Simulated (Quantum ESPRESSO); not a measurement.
FeO in Quantum ESPRESSO: the effect of target pressure

The system is FeO.

```xyz
2
Lattice="1.5177 0.8762 2.5158 -1.5177 0.8762 2.5158 0.0000 -1.7525 2.5158" Properties=species:S:1:pos:R:3 pbc="T T T"
Fe    0.0000    0.0000    0.0000
O     0.0000    0.0000    3.7737
```

Alike in all runs:

```yaml
Program: Quantum ESPRESSO 7.5
Task: phonons
Functional: PBEsol
Potentials_or_basis: PseudoDojo 0.4.1 SR PBEsol standard
Cutoff: 1225 eV
Density_cutoff: 4898 eV
k_mesh: 4 × 4 × 4, shifted
Occupations: fermi-dirac, width 0.05 eV
Spin: collinear spin, ferromagnetic start
Starting_moments: "[3.0, 0.0] μB"
```

Each run relaxes the cell or the atoms first.

```tsv
target pressure	relaxed volume (Å³/atom)	highest phonon frequency (cm⁻¹)
0 GPa	9.52	305
5 GPa	9.31	328
10 GPa	?	?
20 GPa	8.78	386
40 GPa	8.22	456
```

What does the run with target pressure 10 GPa give?

Relaxed volume 9.11 Å³/atom; highest phonon frequency 349 cm⁻¹.

Worked out: In Murnaghan's law V^(-B') rises as a straight line in P. The other rows fit best with B' = 2.8, V0 = 9.52 Å³/atom and B0 = 221 GPa, which gives 9.12 Å³/atom at 10 GPa, against the run's 9.11. A parabola through the other rows of the highest phonon frequency, of slope 4.04 cm⁻¹ per GPa there, gives 347 cm⁻¹, against the run's 349.

Caveats: all runs use coarse meshes; the mesh is thin for the phonons of a metal; before the sum rule the acoustic modes lie tens of cm⁻¹ from zero, a sign that the density grid also shifts the optical modes; a cell with one magnetic atom can't hold antiferromagnetic order, which such compounds often take; the cell is more than 3 GPa from zero pressure, which shifts response properties (some runs); the volume moved by over 15 % at a fixed basis, so the end points are rough (some runs).
